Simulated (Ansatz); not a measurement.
## SrTiO3 (Pm-3m) under strain

SrTiO3 (Pm-3m) from a database structure, relaxed with r2SCAN in Ansatz. It is cubic, Pm-3m (No. 221); a = 3.907 Å in the conventional setting, 11.93 Å³ an atom. Sr has 12 O at 2.76 Å; Ti has 6 O at 1.95 Å; O has 2 Ti at 1.95 Å and 4 Sr at 2.76 Å.

The axes x, y and z are those of this cell:
```
CELL_PARAMETERS angstrom
3.90685 0.00000 0.00000
0.00000 3.90685 0.00000
0.00000 0.00000 3.90685
ATOMIC_POSITIONS crystal
Sr 0.00000 0.00000 0.00000
Ti 0.50000 0.50000 0.50000
O 0.50000 0.00000 0.50000
O 0.50000 0.50000 0.00000
O 0.00000 0.50000 0.50000
```

Unstrained: PBE gives an indirect gap of 1.883 eV, from R to Γ; the least direct gap is 2.229 eV at Γ. r2SCAN gives an indirect gap of 2.260 eV, from R to Γ; the least direct gap is 2.627 eV at Γ. With HSE06 the valence top lies at R and the conduction bottom at Γ, 3.321 eV higher; the smallest vertical gap, at Γ, is 3.699 eV. Meshes: PBE 6×6×6, r2SCAN 6×6×6, HSE06 4×4×4. Strains are changes of length per length. After each strain the atoms were relaxed again with r2SCAN within the symmetry that the strain leaves, so tilts or polar shifts that break it weren't tested; points keep the names that they have in the unstrained zone. Spin-unpolarised throughout; all numbers are computed.

Changes of the least gap in eV (an overlap counts as a negative gap):
```json
{"strain": "uniaxial -3.88 % along y", "volume change (%)": "-3.9", "space group": "P4/mmm", "PBE": "+0.008", "r2SCAN": "+0.023", "HSE06": "+0.046", "energy rise, r2SCAN (meV/atom)": "22.7"}
{"strain": "epitaxial -4.81 % in the xy plane, free normal strain +3.38 %", "volume change (%)": "-6.3", "space group": "P4/mmm", "PBE": "-0.060", "r2SCAN": "-0.036", "HSE06": "+0.001", "energy rise, r2SCAN (meV/atom)": "80.5"}
{"strain": "isotropic +4.36 % on every length", "volume change (%)": "+13.7", "space group": "Pm-3m", "PBE": "-0.253", "r2SCAN": "-0.301", "HSE06": "-0.341", "energy rise, r2SCAN (meV/atom)": "104.3"}
```

Uniaxial -3.88 % along y, other directions held. HSE06: the gap goes from 3.321 to 3.367 eV (+0.046 eV). Stress change with r2SCAN, compression positive: xx +4.60, yy +16.83, zz +4.60 GPa.

Epitaxial -4.81 % in the xy plane, free normal strain +3.38 %. HSE06: the gap goes from 3.321 to 3.322 eV (+0.001 eV). Stress change with r2SCAN, compression positive: xx +24.86, yy +24.86, zz -0.02 GPa.

Isotropic +4.36 % on every length. HSE06: the gap goes from 3.321 to 2.980 eV (-0.341 eV). Stress change with r2SCAN, compression positive: xx -18.31, yy -18.31, zz -18.31 GPa. For HSE06, dE_g/d ln V = -2.7 eV over this step.

The meshes of the hybrids are coarse, so their gaps aren't converged to the digits shown.
